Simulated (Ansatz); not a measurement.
A small benchmark: dipole moment

6 molecules with nitrogen; the dipole moment in D, computed less measured. Shapes, held fixed at every level: PBE0-D4/def2-TZVP. No vibrational averaging. Dipoles are compared by magnitude; molecules under 1 D, whose direction can flip, are left out. Programs: Ansatz 0.2.0. Measured values: NIST CCCBDB.

Levels: A = PBE-D4/def2-TZVPP; B = r2SCAN-D4/def2-TZVPP; C = B3LYP-D4/def2-TZVPP; D = wB97M-V/def2-TZVPP.

```json
{"molecule": "NS (Mononitrogen monosulfide)", "measured": "1.81", "A": "+0.02", "B": "-0.01", "C": "+0.08", "D": "+0.11"}
{"molecule": "NOF (nitrosyl fluoride)", "measured": "1.81", "A": "-0.55", "B": "-0.48", "C": "-0.42", "D": "-0.36"}
{"molecule": "C3H2N2 (malononitrile)", "measured": "3.73", "A": "+0.04", "B": "+0.15", "C": "+0.13", "D": "+0.13"}
{"molecule": "C2H5N (N-methylmethanimine)", "measured": "1.53", "A": "-0.17", "B": "-0.10", "C": "-0.06", "D": "-0.02"}
{"molecule": "C3H5N (propanenitrile)", "measured": "4.02", "A": "+0.01", "B": "+0.13", "C": "+0.08", "D": "+0.08"}
{"molecule": "C5H9N (SMILES CC(C)(C)C#N)", "measured": "3.95", "A": "+0.09", "B": "+0.20", "C": "+0.16", "D": "+0.15"}
```

Problem. Which level does best on this set, which worst, and which err to one side?

Solution. 
```json
{"level": "PBE-D4/def2-TZVPP", "kind": "GGA", "mean error": "-0.093", "mean absolute error": "0.147", "worst case": "NOF"}
{"level": "r2SCAN-D4/def2-TZVPP", "kind": "meta-GGA", "mean error": "-0.018", "mean absolute error": "0.178", "worst case": "NOF"}
{"level": "B3LYP-D4/def2-TZVPP", "kind": "global hybrid", "mean error": "-0.005", "mean absolute error": "0.155", "worst case": "NOF"}
{"level": "wB97M-V/def2-TZVPP", "kind": "range-separated hybrid", "mean error": "+0.015", "mean absolute error": "0.142", "worst case": "NOF"}
```

On this set wB97M-V/def2-TZVPP has the smallest mean absolute error and r2SCAN-D4/def2-TZVPP the largest. PBE-D4/def2-TZVPP is too high in 4 of 6; B3LYP-D4/def2-TZVPP is too high in 4 of 6; wB97M-V/def2-TZVPP is too high in 4 of 6. All levels miss NOF on one side, which points to its shape or to the tabulated value. The tabulated value of NOF is in doubt (older tables, estimates, or at odds with other calculations) and kept here. Over the 5 molecules whose values aren't doubted the mean absolute errors are A 0.066; B 0.118; C 0.102; D 0.098. The smallest two are near a tie. The largest two are near a tie. Open shells run unrestricted. The set is small.
